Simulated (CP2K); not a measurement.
# Al (Fm-3m) in CP2K: further runs

One crystal, Al, is run at these levels: LDA; tasks: single point, equation of state.

All numbers are computed with CP2K 2026.2; they aren't measurements. Logs are shortened: lines on timing, memory, paths and dates and some standing lists are left out, and cuts for length are marked.

**What was measured.**

“The interpretation of polycrystalline coherent inelastic neutron scattering from aluminium”, 2013, pmc:3831299 quotes, for a bulk crystal of Al: bulk modulus 76.9 GPa.

How close the calculation comes is told below.

### Step 1. The crystal as given

The structure is cubic, space group Fm-3m (No. 225). Conventional cell: a = 4.050 Å, b = 4.050 Å, c = 4.050 Å, α = 90.00°, β = 90.00°, γ = 90.00°. Al (site symmetry m-3m) is surrounded by 12 Al at 2.86 Å.

### Step 2. Single point, LDA, 16.60 Å³/atom

al_eos.inp

```
&GLOBAL
  PROJECT al_eos
  RUN_TYPE ENERGY_FORCE
  PRINT_LEVEL LOW
&END GLOBAL
&FORCE_EVAL
  METHOD QS
  STRESS_TENSOR ANALYTICAL
  &DFT
    BASIS_SET_FILE_NAME BASIS_MOLOPT_UZH
    POTENTIAL_FILE_NAME GTH_POTENTIALS
    &MGRID
      CUTOFF 450
      REL_CUTOFF 60
      NGRIDS 4
    &END MGRID
    &QS
      METHOD GPW
      EPS_DEFAULT 1.0E-10
    &END QS
    &KPOINTS
      SCHEME MONKHORST-PACK 11 11 11
      GAMMA_CENTERED T
      SYMMETRY T
      SYMMETRY_BACKEND SPGLIB
    &END KPOINTS
    &SCF
      SCF_GUESS ATOMIC
      EPS_SCF 1.0E-6
      MAX_SCF 100
      ADDED_MOS 8
      CHOLESKY OFF
      EPS_EIGVAL 1.0E-7
      &DIAGONALIZATION ON
        ALGORITHM STANDARD
      &END DIAGONALIZATION
      &MIXING ON
        METHOD BROYDEN_MIXING
        ALPHA 0.4
        BETA 1.5
        NBUFFER 8
      &END MIXING
      &SMEAR ON
        METHOD FERMI_DIRAC
        ELECTRONIC_TEMPERATURE [K] 1160.452
      &END SMEAR
    &END SCF
    &XC
      &XC_FUNCTIONAL
        &LDA_X
        &END LDA_X
        &LDA_C_PW
        &END LDA_C_PW
      &END XC_FUNCTIONAL
    &END XC
    &PRINT
      &KPOINTS ON
      &END KPOINTS
      &MULLIKEN ON
      &END MULLIKEN
      &MO ON
        ENERGIES T
        OCCUPATION_NUMBERS T
        &EACH
          QS_SCF 0
        &END EACH
        ADD_LAST NUMERIC
      &END MO
    &END PRINT
  &END DFT
  &SUBSYS
    &CELL
      ABC 2.8635066922 2.8635066922 2.8635066922
      ALPHA_BETA_GAMMA 59.9999999991 59.9999999996 59.9999999995
      PERIODIC XYZ
    &END CELL
    &COORD
      Al  0.0000000000 0.0000000000 0.0000000000
    &END COORD
    &KIND Al
      BASIS_SET TZVP-MOLOPT-PBE-GTH-q3
      POTENTIAL GTH-PADE-q3
    &END KIND
    &PRINT
      &ATOMIC_COORDINATES ON
      &END ATOMIC_COORDINATES
      &CELL ON
      &END CELL
    &END PRINT
  &END SUBSYS
  &PRINT
    &FORCES ON
    &END FORCES
    &STRESS_TENSOR ON
    &END STRESS_TENSOR
  &END PRINT
&END FORCE_EVAL
```

Potentials or basis: GTH_POTENTIALS Al GTH-PADE-q3; TZVP-MOLOPT-PBE-GTH basis.

Launch:

```console
> OMP_NUM_THREADS=2 cp2k.psmp -i al_eos.inp -o al_eos.out
```

al_eos.out:

```text

 CP2K| version string:                                       CP2K version 2026.2
 CP2K| Input file name                                                al_eos.inp

 GLOBAL| Force Environment number                                              1
 GLOBAL| Basis set file name                                    BASIS_MOLOPT_UZH
 GLOBAL| Potential file name                                      GTH_POTENTIALS
 GLOBAL| MM Potential file name                                     MM_POTENTIAL
 GLOBAL| Coordinate file name                                      __STD_INPUT__
 GLOBAL| Method name                                                        CP2K
 GLOBAL| Project name                                                     al_eos
 GLOBAL| Run type                                                   ENERGY_FORCE
 GLOBAL| FFT library                                                       FFTW3
[... 8 lines left out ...]
 GLOBAL| CPU model name                                                  UNKNOWN

 CELL| Volume [angstrom^3]:                                            16.602734
 CELL| Vector a [angstrom]:       2.864     0.000     0.000   |a| =     2.863507
 CELL| Vector b [angstrom]:       1.432     2.480     0.000   |b| =     2.863507
 CELL| Vector c [angstrom]:       1.432     0.827     2.338   |c| =     2.863507
 CELL| Angle (b,c), alpha [degree]:                                    60.000000
 CELL| Angle (a,c), beta  [degree]:                                    60.000000
 CELL| Angle (a,b), gamma [degree]:                                    60.000000
 CELL| Numerically orthorhombic:                                              NO
 CELL| Periodicity                                                           XYZ

 CELL_REF| Volume [angstrom^3]:                                        16.602734
 CELL_REF| Vector a [angstrom     2.864     0.000     0.000   |a| =     2.863507
 CELL_REF| Vector b [angstrom     1.432     2.480     0.000   |b| =     2.863507
 CELL_REF| Vector c [angstrom     1.432     0.827     2.338   |c| =     2.863507
 CELL_REF| Angle (b,c), alpha [degree]:                                60.000000
 CELL_REF| Angle (a,c), beta  [degree]:                                60.000000
[... 12 lines left out ...]
 TOTAL NUMBERS AND MAXIMUM NUMBERS

  Total number of            - Atomic kinds:                                   1
                             - Atoms:                                          1
                             - Shell sets:                                     1
                             - Shells:                                         7
                             - Primitive Cartesian functions:                  4
                             - Cartesian basis functions:                     18
                             - Spherical basis functions:                     17

  Maximum angular momentum of- Orbital basis functions:                        2
[... 143 lines left out ...]
 MO| Sum:                                                               4.000000
 MO| E(Fermi):            0.250486 a.u.          6.816073 eV
[... 145 lines left out ...]
 MO| EIGENVALUES AND OCCUPATION NUMBERS FOR K POINT 11
 MO|
 MO|  Index      Eigenvalue [a.u.]        Eigenvalue [eV]             Occupation
 MO|      1               0.075847               2.063899               2.000000
 MO|      2               0.105539               2.871850               2.000000
 MO|      3               0.562660              15.310765               0.000000
 MO|      4               0.611234              16.632516               0.000000
 MO|      5               0.723895              19.698181               0.000000
 MO|      6               0.775582              21.104656               0.000000
 MO|      7               0.878947              23.917365               0.000000
 MO|      8               1.150465              31.305748               0.000000
 MO|      9               1.162670              31.637847               0.000000
 MO|     10               1.381829              37.601487               0.000000
 MO| Sum:                                                               4.000000
 MO| E(Fermi):            0.250486 a.u.          6.816073 eV
 MO| Band gap:            0.457122 a.u.         12.438916 eV

 MO| EIGENVALUES AND OCCUPATION NUMBERS FOR K POINT 12
 MO|
 MO|  Index      Eigenvalue [a.u.]        Eigenvalue [eV]             Occupation
 MO|      1              -0.000719              -0.019572               2.000000
 MO|      2               0.201808               5.491478               1.999996
 MO|      3               0.543610              14.792393               0.000000
 MO|      4               0.648044              17.634166               0.000000
 MO|      5               0.761077              20.709972               0.000000
 MO|      6               0.762804              20.756948               0.000000
 MO|      7               0.882451              24.012715               0.000000
 MO|      8               1.075244              29.258875               0.000000
 MO|      9               1.145615              31.173777               0.000000
 MO|     10               1.364215              37.122184               0.000000
 MO| Sum:                                                               3.999996
 MO| E(Fermi):            0.250486 a.u.          6.816073 eV
[... 18 lines left out ...]
 MO|
 MO|  Index      Eigenvalue [a.u.]        Eigenvalue [eV]             Occupation
 MO|      1              -0.000789              -0.021477               2.000000
 MO|      2               0.312138               8.493712               0.000000
 MO|      3               0.435669              11.855160               0.000000
 MO|      4               0.470177              12.794176               0.000000
 MO|      5               0.703383              19.140022               0.000000
 MO|      6               0.820472              22.326186               0.000000
 MO|      7               0.942182              25.638085               0.000000
 MO|      8               1.085908              29.549061               0.000000
 MO|      9               1.175314              31.981918               0.000000
 MO|     10               1.459797              39.723097               0.000000
 MO| Sum:                                                               2.000000
 MO| E(Fermi):            0.250486 a.u.          6.816073 eV

 [... the levels of further k-points ...]

 !-----------------------------------------------------------------------------!
                     Mulliken Population Analysis

 #  Atom  Element  Kind  Atomic population                           Net charge
       1     Al       1          3.000000                              0.000000
 # Total charge                              3.000000                  0.000000

 !-----------------------------------------------------------------------------!

 ENERGY| Total FORCE_EVAL ( QS ) energy [hartree]             -2.097280273509048

 FORCES| Atomic forces [hartree/bohr]
 FORCES|   Atom     x               y               z               |f|
 FORCES|      1  1.24528879E-15 -3.52930007E-16  9.72952947E-16   1.61924093E-15
 FORCES| Sum     1.24528879E-15 -3.52930007E-16  9.72952947E-16
 FORCES| Total atomic force                                       1.61924093E-15

 STRESS| Analytical stress tensor [bar]
 STRESS|                        x                   y                   z
 STRESS|      x       -4.26165171961E+04   4.69033486165E-02   4.91553251691E-02
 STRESS|      y        4.69033486165E-02  -4.26162067230E+04   1.11586770317E-01
 STRESS|      z        4.91553251691E-02   1.11586770317E-01  -4.26165613143E+04
 STRESS| 1/3 Trace                                            -4.26164284111E+04
 STRESS| Determinant                                          -7.73982513646E+13

 STRESS| Eigenvectors and eigenvalues of the analytical stress tensor [bar]
 STRESS|                        1                   2                   3
 STRESS| Eigenvalues  -4.26166076988E+04  -4.26165128522E+04  -4.26161646824E+04
 STRESS|      x          -0.382495801864      0.909020462184      0.165465286046
 STRESS|      y          -0.205917629902     -0.258446022785      0.943823915252
 STRESS|      z           0.900719096751      0.326936465749      0.286037857829
```

It took 30 s on 2 threads of Arm Neoverse V1, shared host; peak memory 0.22 GiB.

Results:

```
Free energy            : -57.0699 eV
Pressure               : -4.3 GPa
Band gap on the k mesh : none (metal or under the smearing width)
```

Caveat: the basis of atomic orbitals isn't converged, which shifts pressures, moduli and gaps.

### Step 3. Single point, LDA, 16.27 Å³/atom (volume scaled by 0.98)

Changes to al_eos.inp since step 2:

```diff
@@ -11,2 +11,3 @@
     POTENTIAL_FILE_NAME GTH_POTENTIALS
+    WFN_RESTART_FILE_NAME previous-RESTART.kp
     &MGRID
@@ -27,3 +28,3 @@
     &SCF
-      SCF_GUESS ATOMIC
+      SCF_GUESS RESTART
       EPS_SCF 1.0E-6
@@ -72,4 +73,4 @@
     &CELL
-      ABC 2.8635066922 2.8635066922 2.8635066922
-      ALPHA_BETA_GAMMA 59.9999999991 59.9999999996 59.9999999995
+      ABC 2.8442879474 2.8442879474 2.8442879474
+      ALPHA_BETA_GAMMA 59.9999999987 59.9999999999 59.9999999997
       PERIODIC XYZ
```

Potentials or basis: GTH_POTENTIALS Al GTH-PADE-q3; TZVP-MOLOPT-PBE-GTH basis.

Launch:

```console
> OMP_NUM_THREADS=2 cp2k.psmp -i al_eos.inp -o al_eos.out
```

Run time: 23 s. Hardware: 2 threads of Arm Neoverse V1, shared host; peak memory 0.22 GiB.

The run converged. Its results:

| Quantity | Value |
| --- | --- |
| Free energy | -57.0773 eV |
| Pressure | -2.9 GPa |
| Band gap on the k mesh | none (metal or under the smearing width) |

Caveat: the basis of atomic orbitals isn't converged, which shifts pressures, moduli and gaps.

### Step 4. Single point, LDA, 16.93 Å³/atom (volume scaled by 1.02)

Changes to al_eos.inp since step 3:

```diff
@@ -73,4 +73,4 @@
     &CELL
-      ABC 2.8442879474 2.8442879474 2.8442879474
-      ALPHA_BETA_GAMMA 59.9999999987 59.9999999999 59.9999999997
+      ABC 2.8824708653 2.8824708653 2.8824708653
+      ALPHA_BETA_GAMMA 59.9999999991 59.9999999987 59.9999999990
       PERIODIC XYZ
```

Launch:

```console
> OMP_NUM_THREADS=2 cp2k.psmp -i al_eos.inp -o al_eos.out
```

It took 23 s on 2 threads of Arm Neoverse V1, shared host; peak memory 0.22 GiB.

Results (log left out):

- Free energy: -57.0598 eV
- Pressure: -5.5 GPa
- Band gap on the k mesh: none (metal or under the smearing width)

Caveat: the basis of atomic orbitals isn't converged, which shifts pressures, moduli and gaps.

### Step 5. Single point, LDA, 15.94 Å³/atom (volume scaled by 0.96)

Changes to al_eos.inp since step 4:

```diff
@@ -73,4 +73,4 @@
     &CELL
-      ABC 2.8824708653 2.8824708653 2.8824708653
-      ALPHA_BETA_GAMMA 59.9999999991 59.9999999987 59.9999999990
+      ABC 2.8248059117 2.8248059116 2.8248059116
+      ALPHA_BETA_GAMMA 59.9999999988 60.0000000002 59.9999999999
       PERIODIC XYZ
```

Launch:

```console
> OMP_NUM_THREADS=2 cp2k.psmp -i al_eos.inp -o al_eos.out
```

Run time: 24 s. Hardware: 2 threads of Arm Neoverse V1, shared host; peak memory 0.22 GiB.

It converged, with:

- Free energy: -57.0817 eV
- Pressure: -1.3 GPa
- Band gap on the k mesh: none (metal or under the smearing width)

Caveat: the basis of atomic orbitals isn't converged, which shifts pressures, moduli and gaps.

### Step 6. Single point, LDA, 17.27 Å³/atom (volume scaled by 1.04)

Changes to al_eos.inp since step 5:

```diff
@@ -73,4 +73,4 @@
     &CELL
-      ABC 2.8248059117 2.8248059116 2.8248059116
-      ALPHA_BETA_GAMMA 59.9999999988 60.0000000002 59.9999999999
+      ABC 2.9011887331 2.9011887331 2.9011887331
+      ALPHA_BETA_GAMMA 59.9999999995 59.9999999991 59.9999999988
       PERIODIC XYZ
```

Potentials or basis: GTH_POTENTIALS Al GTH-PADE-q3; TZVP-MOLOPT-PBE-GTH basis.

Launch:

```console
> OMP_NUM_THREADS=2 cp2k.psmp -i al_eos.inp -o al_eos.out
```

It took 21 s on 2 threads of Arm Neoverse V1, shared host; peak memory 0.21 GiB.

The run converged. Its results:

- Free energy: -57.0472 eV
- Pressure: -6.6 GPa
- Band gap on the k mesh: none (metal or under the smearing width)

Caveat: the basis of atomic orbitals isn't converged, which shifts pressures, moduli and gaps.

### Step 7. Single point, LDA, 15.61 Å³/atom (volume scaled by 0.94)

Changes to al_eos.inp since step 6:

```diff
@@ -73,4 +73,4 @@
     &CELL
-      ABC 2.9011887331 2.9011887331 2.9011887331
-      ALPHA_BETA_GAMMA 59.9999999995 59.9999999991 59.9999999988
+      ABC 2.8050513779 2.8050513778 2.8050513778
+      ALPHA_BETA_GAMMA 59.9999999989 60.0000000002 60.0000000000
       PERIODIC XYZ
```

Launch:

```console
> OMP_NUM_THREADS=2 cp2k.psmp -i al_eos.inp -o al_eos.out
```

It took 23 s on 2 threads of Arm Neoverse V1, shared host; peak memory 0.21 GiB.

The run converged. Its results:

| Quantity | Value |
| --- | --- |
| Free energy | -57.0827 eV |
| Pressure | 0.4 GPa |
| Band gap on the k mesh | none (metal or under the smearing width) |

Caveat: the basis of atomic orbitals isn't converged, which shifts pressures, moduli and gaps.

### Step 8. Single point, LDA, 17.60 Å³/atom (volume scaled by 1.06)

Changes to al_eos.inp since step 7:

```diff
@@ -73,4 +73,4 @@
     &CELL
-      ABC 2.8050513779 2.8050513778 2.8050513778
-      ALPHA_BETA_GAMMA 59.9999999989 60.0000000002 60.0000000000
+      ABC 2.9196681405 2.9196681404 2.9196681404
+      ALPHA_BETA_GAMMA 60.0000000002 60.0000000002 59.9999999999
       PERIODIC XYZ
```

Launch:

```console
> OMP_NUM_THREADS=2 cp2k.psmp -i al_eos.inp -o al_eos.out
```

It took 26 s on 2 threads of Arm Neoverse V1, shared host; peak memory 0.21 GiB.

Results (log left out):

| Property | Result |
| --- | --- |
| Free energy | -57.0326 eV |
| Pressure | -7.5 GPa |
| Band gap on the k mesh | none (metal or under the smearing width) |

Caveat: the basis of atomic orbitals isn't converged, which shifts pressures, moduli and gaps.

### Step 9. Equation of state, LDA

Potentials or basis: GTH_POTENTIALS Al GTH-PADE-q3; TZVP-MOLOPT-PBE-GTH basis.

This step only gathers the single runs of the series.

What came out:

```
Equilibrium volume                      : 15.68 Å³/atom
Bulk modulus                            : 85 GPa
Pressure derivative of the bulk modulus : 4.6
```

Energy against volume, from the lowest point:
```tsv
volume (Å³/atom)	energy (meV/atom)
15.607	0.00
15.939	0.98
16.271	5.36
16.603	12.79
16.935	22.92
17.267	35.45
17.599	50.10
```

Caveat: the basis of atomic orbitals isn't converged, which shifts pressures, moduli and gaps.

### Step 10. Against experiment

Step 9. A measured bulk modulus of Al is 76.9 GPa (quoted in “The interpretation of polycrystalline coherent inelastic neutron scattering from aluminium”, 2013, pmc:3831299); the calculated 85 GPa misses it by +10.9 %. The fit is for a static lattice scaled at fixed shape and fixed fractional positions.
